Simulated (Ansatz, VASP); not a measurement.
Cs: VASP beside Ansatz

```xyz
1
Lattice="-3.0225 3.4191 3.0225 3.0225 -3.4191 3.0225 3.0225 3.4191 -3.0225" Properties=species:S:1:pos:R:3 pbc="T T T"
Cs    0.0000    0.0000    0.0000
```

Change from the starting cell: strain +0.1312 x Voigt [0, 1, 0, 0, 0, 0], atoms carried along.

Alike in both runs: task single point; functional PBE; k mesh 12 × 12 × 12; occupations gaussian, width 0.15 eV; no spin polarisation.

```csv
,VASP,Ansatz
version,VASP 6.6.1,Ansatz 0.2.0
potentials or method,"VASP PAW PBE potentials, release 64 (Cs_sv)","scalar-relativistic, plane waves, PAW"
plane-wave cutoff (eV),520,420
valence electrons in the cell,9,9
```

```csv
,VASP,Ansatz,Ansatz less VASP
gap on the k mesh at the Fermi level (eV),none,none,-
pressure (GPa),-0.1,-0.1,+0.01
```

A gap of «none» marks a metal or a gap that the smearing closes.

Spin-orbit coupling is left out, which matters for the levels of Cs.
